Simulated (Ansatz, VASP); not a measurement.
## GaN in VASP and in Ansatz

File INCAR:

```
PREC = Accurate
ENCUT = 520
EDIFF = 1E-7
ISMEAR = -1
SIGMA = 0.02
LREAL = F
LASPH = T
NELM = 80
ALGO = Normal
ISIF = 2
LWAVE = F
LCHARG = F
GGA = PS
NBANDS = 16
```

KPOINTS

```
regular mesh
0
Gamma
  13 13 13
```

The input POSCAR:

```
GaN
1.0
    0.0199250000      2.0024625000      2.0024625000
    2.0024625000      0.0199250000      2.0024625000
    2.0024625000      2.0024625000      0.0199250000
Ga N
1 1
Direct
    0.5000000000      0.5000000000      0.5000000000
    0.0000000000      0.0000000000      0.0000000000
```

Input for Ansatz:

```yaml
crystal:
  lattice:
    - [0.019925, 2.0024625, 2.0024625]
    - [2.0024625, 0.019925, 2.0024625]
    - [2.0024625, 2.0024625, 0.019925]
  atoms:
    - { symbol: Ga, position: [0.5, 0.5, 0.5] }
    - { symbol: "N", position: [0.0, 0.0, 0.0] }
kpoints:
  mp_grid: { grid: [13, 13, 13] }
  band_path:
    path:
      - [0.0, 0.0, 0.0]
      - [0.5, 0.5, 0.5]
      - [0.247543133, 0.5, 0.752456867]
      - [-0.247543133, 0.247543133, 0.5]
      - [0.0, 0.0, 0.5]
      - [0.0, 0.0, 0.0]
      - [-0.3737715665, 0.0, 0.3737715665]
      - [0.0, 0.3737715665, 0.6262284335]
      - [0.0, 0.5, 0.5]
    npoints: 5
scf:
  occupations: { method: fermi_dirac, width: 0.02 }
hamiltonian:
  xc: pbesol
  pseudopotentials: { kind: all_electron, lapw: { basis_error: 0.001 } }
output:
  forces: true
  stress: true
  eigenvalues: true
```

Change from the starting cell: equal xy, yz and zx shear strains of +1 %.

Alike in both runs: task single point; functional PBEsol; k mesh 13 × 13 × 13; occupations fermi-dirac, width 0.02 eV; no spin polarisation.

```csv
,VASP,Ansatz
version,VASP 6.6.1,Ansatz 0.2.0
potentials or method,"VASP PAW PBE potentials, release 64 (Ga_d, N)","all-electron LAPW, scalar-relativistic"
plane-wave cutoff (eV),520,see its input
```

```tsv
	VASP	Ansatz	Ansatz less VASP
gap on the k mesh at the Fermi level (eV)	1.76	1.77	+0.013
pressure (GPa)	59.5	58.8	-0.67
largest component of the traceless stress (GPa)	2.69	2.70	+0.004
```

Ansatz ran all-electron here, so the differences hold the error of VASP's frozen core and of both bases.

Caveats: so large a pressure means that the cell lies far from this level's equilibrium, or that cutoff or potentials fall short (VASP); the potentials were made for another functional, which shifts forces and pressure (VASP); an odd mesh through Γ misses points on the zone boundary, where band edges often lie.
